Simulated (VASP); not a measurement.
# TiSi2 (Fddd) in VASP: relaxation of cell and atoms with PBE

Aim: the relaxation of cell and atoms of TiSi2 with PBE.

Everything below comes from runs of VASP 6.6.1. Logs are shortened: lines on timing, memory, paths and dates and some standing lists are left out, and cuts for length are marked.

## (1) Starting point

The structure is orthorhombic, space group Fddd (No. 70). The conventional cell has a = 4.773 Å, b = 8.236 Å, c = 8.523 Å, α = 90.00°, β = 90.00°, γ = 90.00°. Ti (site symmetry 222) has 10 Si at 2.54 to 2.75 Å as nearest neighbours. Si (site symmetry 2) is surrounded by 5 Ti at 2.54 to 2.75 Å and 5 Si at 2.54 to 2.75 Å.

## (2) Relaxation of cell and atoms, PBE

File INCAR:

```
SYSTEM = TiSi2
PREC     = Accurate       ! precision mode
ENCUT    = 600            ! plane-wave cutoff, eV
EDIFF    = 1E-6           ! SCF threshold, eV
ISMEAR   = 1              ! smearing method
SIGMA    = 0.1            ! smearing width, eV
LREAL    = .FALSE.        ! projectors in reciprocal space
LASPH    = .TRUE.         ! aspherical terms in the spheres
NELM     = 80             ! most SCF steps
ALGO     = Normal         ! electronic algorithm
ISIF     = 3              ! what is computed and relaxed
LWAVE    = .FALSE.        ! write WAVECAR
LCHARG   = .FALSE.        ! write CHGCAR
GGA      = PE             ! functional
IBRION   = 2              ! ionic algorithm
NSW      = 60             ! ionic steps
EDIFFG   = -0.01          ! ionic threshold
```

File KPOINTS:

```
regular mesh
0
G
  12 12 12
  0 0 0
```

File POSCAR:

```
TiSi2
1.0
    0.0000000000      4.1180000000      4.2615000000
    2.3865000000      0.0000000000      4.2615000000
    2.3865000000      4.1180000000      0.0000000000
Ti Si
2 4
Direct
    0.7500000000      0.7500000000      0.7500000000
    0.5000000000      0.5000000000      0.5000000000
    0.0830000000      0.4170000000      0.0830000000
    0.4170000000      0.0830000000      0.4170000000
    0.1670000000      0.8330000000      0.1670000000
    0.8330000000      0.1670000000      0.8330000000
```

Potentials or basis: VASP PAW PBE potentials, release 64 (Ti_sv, Si).

Started as:

```
$ cat potpaw_PBE.64/Ti_sv/POTCAR potpaw_PBE.64/Si/POTCAR > POTCAR
$ mpirun -np 1 vasp_std > vasp.out
```

OUTCAR:

```text
SYSTEM = TiSi2
   PREC = Accurate
   ENCUT = 600
   EDIFF = 1E-6
   ISMEAR = 1
   LREAL = .FALSE.
   LASPH = .TRUE.
   NELM = 80
   ISIF = 3
   GGA = PE
   IBRION = 2
   NSW = 60
   EDIFFG = -0.01

 ion  position               nearest neighbor table
   1  0.750  0.750  0.750-   6 2.54   5 2.54   6 2.54   5 2.54   3 2.74   4 2.74   4 2.75   4 2.75
                             3 2.75   3 2.75
   2  0.500  0.500  0.500-   3 2.54   4 2.54   3 2.54   4 2.54   5 2.74   6 2.74   5 2.75   5 2.75
                             6 2.75   6 2.75
   3  0.083  0.417  0.083-   2 2.54   2 2.54   5 2.54   5 2.54   1 2.74   4 2.75   4 2.75   4 2.75
                             1 2.75   1 2.75
   4  0.417  0.083  0.417-   2 2.54   2 2.54   6 2.54   6 2.54   1 2.74   3 2.75   3 2.75   3 2.75
                             1 2.75   1 2.75
   5  0.167  0.833  0.167-   1 2.54   1 2.54   3 2.54   3 2.54   2 2.74   6 2.75   6 2.75   6 2.75
                             2 2.75   2 2.75
   6  0.833  0.167  0.833-   1 2.54   1 2.54   4 2.54   4 2.54   2 2.74   5 2.75   5 2.75   5 2.75
                             2 2.75   2 2.75

  LATTYP: Found a face centered orthorhombic cell.
 ALAT       =     4.7730000000
 B/A-ratio  =     1.7255394930
 C/A-ratio  =     1.7856693903

  Lattice vectors:

 A1 = (   0.0000000000,   4.1180000000,   4.2615000000)
 A2 = (   2.3865000000,   0.0000000000,   4.2615000000)
 A3 = (   2.3865000000,   4.1180000000,   0.0000000000)

Analysis of symmetry for initial positions (statically):
=====================================================================
 Subroutine PRICEL returns:
 Original cell was already a primitive cell.

 Routine SETGRP: Setting up the symmetry group for a
 face centered orthorhombic supercell.

 Subroutine GETGRP returns: Found  8 space group operations
 (whereof  4 operations were pure point group operations)
 out of a pool of  8 trial point group operations.

The static configuration has the point symmetry D_2 .
 The point group associated with its full space group is D_2h.

Analysis of symmetry for dynamics (positions and initial velocities):
=====================================================================
 Subroutine PRICEL returns:
 Original cell was already a primitive cell.

 Routine SETGRP: Setting up the symmetry group for a
 face centered orthorhombic supercell.

 Subroutine GETGRP returns: Found  8 space group operations
 (whereof  4 operations were pure point group operations)
 out of a pool of  8 trial point group operations.

The dynamic configuration has the point symmetry D_2 .
 The point group associated with its full space group is D_2h.

 Subroutine INISYM returns: Found  8 space group operations
 (whereof  4 operations are pure point group operations),
 and found     1 'primitive' translations

----------------------------------------------------------------------------------------

                                     Primitive cell

  volume of cell :      83.7607

  direct lattice vectors                    reciprocal lattice vectors
     0.000000000  4.118000000  4.261500000    -0.209511837  0.121418164  0.117329579
     2.386500000  0.000000000  4.261500000     0.209511837 -0.121418164  0.117329579
     2.386500000  4.118000000  0.000000000     0.209511837  0.121418164 -0.117329579

  length of vectors
     5.926070051  4.884236327  4.759548954     0.269079562  0.269079562  0.269079562

  position of ions in fractional coordinates (direct lattice)
     0.750000000  0.750000000  0.750000000
     0.500000000  0.500000000  0.500000000
     0.083000000  0.417000000  0.083000000
     0.417000000  0.083000000  0.417000000
     0.167000000  0.833000000  0.167000000
     0.833000000  0.167000000  0.833000000

  ion indices of the primitive-cell ions
   primitive index   ion index
                 1           1
                 2           2
                 3           3
                 4           4
                 5           5
                 6           6

----------------------------------------------------------------------------------------

 KPOINTS: regular mesh

Automatic generation of k-mesh.
 Grid dimensions read from file:
 generate k-points for:   12   12   12

 Generating k-lattice:

  Cartesian coordinates                     Fractional coordinates (reciprocal lattice)
    -0.017459320  0.010118180  0.009777465     0.083333333  0.000000000  0.000000000
     0.017459320 -0.010118180  0.009777465     0.000000000  0.083333333  0.000000000
     0.017459320  0.010118180 -0.009777465     0.000000000  0.000000000  0.083333333

  Length of vectors
     0.022423297  0.022423297  0.022423297

  Shift w.r.t. Gamma in fractional coordinates (k-lattice)
     0.000000000  0.000000000  0.000000000

 Subroutine IBZKPT returns following result:
 ===========================================

 Found    280 irreducible k-points:

 Following reciprocal coordinates:
            Coordinates               Weight
  0.000000  0.000000  0.000000      1.000000
  0.083333 -0.000000 -0.000000      8.000000
  0.166667  0.000000  0.000000      8.000000
  0.250000 -0.000000  0.000000      8.000000
  0.333333 -0.000000 -0.000000      8.000000
  0.416667 -0.000000 -0.000000      8.000000
[... 16 lines left out ...]
  0.500000  0.166667  0.000000      8.000000
 -0.416667  0.166667  0.000000      8.000000
 [... further k-points ...]
   k-points           NKPTS =    280   k-points in BZ     NKDIM =    280   number of bands    NBANDS=     24
   number of dos      NEDOS =    301   number of ions     NIONS =      6
   total plane-waves  NPLWV =  76800
   dimension x,y,z NGX =    48 NGY =   40 NGZ =   40
   dimension x,y,z NGXF=    96 NGYF=   80 NGZF=   80
   ions per type =               2   4
   NGX,Y,Z   is equivalent  to a cutoff of  13.47, 13.61, 13.97 a.u.
   NGXF,Y,Z  is equivalent  to a cutoff of  26.93, 27.23, 27.94 a.u.
 SYSTEM =  TiSi2
   PREC   = accura    normal or accurate (medium, high low for compatibility)
   ISTART =      0    job   : 0-new  1-cont  2-samecut
   ICHARG =      2    charge: 1-file 2-atom 10-const
   ISPIN  =      1    spin polarized calculation?
   LNONCOLLINEAR =      F non collinear calculations
   LSORBIT =      F    spin-orbit coupling
   LASPH  =      T    aspherical Exc in radial PAW
   ENCUT  =  600.0 eV  44.10 Ry    6.64 a.u.  11.84  9.76  9.51*2*pi/ulx,y,z
   NELM   =     80;   NELMIN=  2; NELMDL= -5     # of ELM steps
   EDIFF  = 0.1E-05   stopping-criterion for ELM
   LREAL  =      F    real-space projection
   EDIFFG = -.1E-01   stopping-criterion for IOM
   NSW    =     60    number of steps for IOM
   IBRION =      2    ionic relax: 0-MD 1-quasi-New 2-CG
   NFREE  =      1    steps in history (QN), initial steepest desc. (CG)
   ISIF   =      3    stress and relaxation
   ISYM   =      2    0-nonsym 1-usesym 2-fastsym
   POTIM  = 0.5000    time-step for ionic-motion
   TEBEG  =    0.0;   TEEND  =   0.0 temperature during run
   PSTRESS=    0.0 pullay stress
   NELECT =      40.0000    total number of electrons
   NUPDOWN=      -1.0000    fix difference up-down
   EMIN   =  10.00;   EMAX   =-10.00  energy-range for DOS
   EFERMI =   0.00;   METHOD = LEGACY
   ISMEAR =     1;   SIGMA  =   0.10  broadening in eV -4-tet -1-fermi 0-gaus
   EFERMI_NEDOS =   21; number of points for ismear=-14 and -15
   IALGO  =     38    algorithm
   IMIX   =      4    mixing-type and parameters
     AMIX     =   0.40;   BMIX     =  1.00
     AMIX_MAG =   1.60;   BMIX_MAG =  1.00
  volume/ion in A,a.u.               =      13.96        94.21
  Fermi-wavevector in a.u.,A,eV,Ry     =   1.279621  2.418133 22.278591  1.637430
  Thomas-Fermi vector in A             =   2.412096
   LORBIT       =      0    0 simple, 1 ext, 2 COOP (PROOUT), +10 PAW based schemes
   GGA     = PE    functional components
   LHFCALC =     F    Hartree Fock is set to
   AEXX    =    0.0000 exact exchange contribution
   IVDW    =     0    specifies the selected vdW correction
   LEPSILON=     F    determine dielectric tensor
   LRPA    =     F    only Hartree local field effects (RPA)
 conjugate gradient relaxation of ions
 non-spin polarized calculation
 Methfessel and Paxton  Order N= 1 SIGMA  =   0.10
  energy-cutoff  :      600.00
  volume of cell :       83.76
 maximum number of plane-waves:      2842
   NGX = 23   NGY = 19   NGZ = 19

--------------------------------------- Ionic step        1  -------------------------------------------

 number of electron      40.0000000 magnetization

 Free energy of the ion-electron system (eV)
  ---------------------------------------------------
  ext. energy  EPLUGINS =         0.00000000
  ---------------------------------------------------
  free energy    TOTEN  =       -40.68083318 eV

  energy without entropy =      -40.67995859  energy(sigma->0) =      -40.68054165

------------------------ aborting loop because EDIFF is reached ----------------------------------------

  FORCE on cell =-STRESS in cart. coord.  units (eV):
  Direction    XX          YY          ZZ          XY          YZ          ZX
  --------------------------------------------------------------------------------------
  -------------------------------------------------------------------------------------
  Total        1.5249364      0.7435230      1.2241780      0.0000000      0.0000000      0.0000000
  in kB       29.1690343     14.2221321     23.4161181      0.0000000      0.0000000      0.0000000
  external PRESSURE =      22.2690949 kB  Pullay stress =       0.0000000 kB
[... 25 lines left out ...]
  energy  without entropy=      -40.6799585874  energy(sigma->0) =      -40.68054165

--------------------------------------- Ionic step        2  -------------------------------------------

 number of electron      40.0000000 magnetization

 E-fermi :   9.8744     XC(G=0): -11.6200

 val. band max:        9.8731161007   @ k =  -0.2500   0.4167   0.3333
 cond. band min:       9.8784162020   @ k =  -0.4167   0.2500   0.3333
 fundamental gap:      0.0053001013
 Fermi energy:         9.8744312477

 k-point     1 :       0.0000    0.0000    0.0000
  band No.  band energies     occupation
      1     -46.4681      2.00000
      2     -46.4426      2.00000
      3     -22.8342      2.00000
      4     -22.8269      2.00000
      5     -22.7536      2.00000
      6     -22.7395      2.00000
[... 876 lines left out ...]
  energy  without entropy=      -40.7021365551  energy(sigma->0) =      -40.70271062

--------------------------------------- Ionic step        8  -------------------------------------------

 number of electron      39.9999999 magnetization

 Free energy of the ion-electron system (eV)
  ---------------------------------------------------
  ext. energy  EPLUGINS =         0.00000000
  ---------------------------------------------------
  free energy    TOTEN  =       -40.70302325 eV

  energy without entropy =      -40.70215072  energy(sigma->0) =      -40.70273240

 E-fermi :  10.0212     XC(G=0): -11.6778

 val. band max:       10.0197270972   @ k =   0.5000   0.0833  -0.0000
 cond. band min:      10.0318778277   @ k =  -0.2500   0.2500   0.1667
 fundamental gap:      0.0121507305
 Fermi energy:        10.0212092478

 k-point     1 :       0.0000    0.0000    0.0000
  band No.  band energies     occupation
      1     -46.2801      2.00000
      2     -46.2532      2.00000
      3     -22.6506      2.00000
      4     -22.6473      2.00000
      5     -22.5664      2.00000
      6     -22.5520      2.00000
[... 672 lines left out ...]
  FREE ENERGIE OF THE ION-ELECTRON SYSTEM (eV)
  ---------------------------------------------------
  free  energy   TOTEN  =       -40.7030232461 eV

  energy  without entropy=      -40.7021507211  energy(sigma->0) =      -40.70273240

 reached required accuracy - stopping structural energy minimisation
```

Run time: 27 min. Hardware: 1 thread of Intel Xeon 6975P-C (Granite Rapids), shared host; peak memory 0.74 GiB.

What came out:

- Free energy: -40.7030 eV
- Relaxed volume: 14.17 Å³/atom
- Relaxed cell: a = 5.950 Å, b = 4.910 Å, c = 4.780 Å, α = 75.76°, β = 53.11°, γ = 51.13°
- Space group after relaxing (to 0.05 Å): Fddd (No. 70)
- Energy gained by relaxing: 3.7 meV/atom
- Ionic steps: 8
- Pressure after relaxing: 0.0 GPa
- Band gap on the k mesh: none (metal or under the smearing width)

Step by step:
```csv
step,energy change (eV),largest force (eV/Å),pressure (GPa),volume (Å³)
1,0.0000,0.1988,2.23,83.76
2,-0.0084,0.1377,-1.89,86.13
3,-0.0131,0.1598,-0.40,85.23
4,-0.0180,0.1068,-0.25,85.17
5,-0.0200,0.0402,-0.04,85.10
6,-0.0222,0.0029,-0.02,85.01
7,-0.0222,0.0020,-0.01,85.01
8,-0.0222,0.0007,0.03,85.01
```

Final structure:
```
CELL_PARAMETERS angstrom
0.00000 4.13182 4.28166
2.40251 0.00000 4.28166
2.40251 4.13182 0.00000
ATOMIC_POSITIONS crystal
Ti 0.75000 0.75000 0.75000
Ti 0.50000 0.50000 0.50000
Si 0.08701 0.41299 0.08701
Si 0.41299 0.08701 0.41299
Si 0.16299 0.83701 0.16299
Si 0.83701 0.16299 0.83701
```

PBE usually gives volumes a little too large and moduli too small. Zero-point motion and thermal expansion aren't in these numbers.
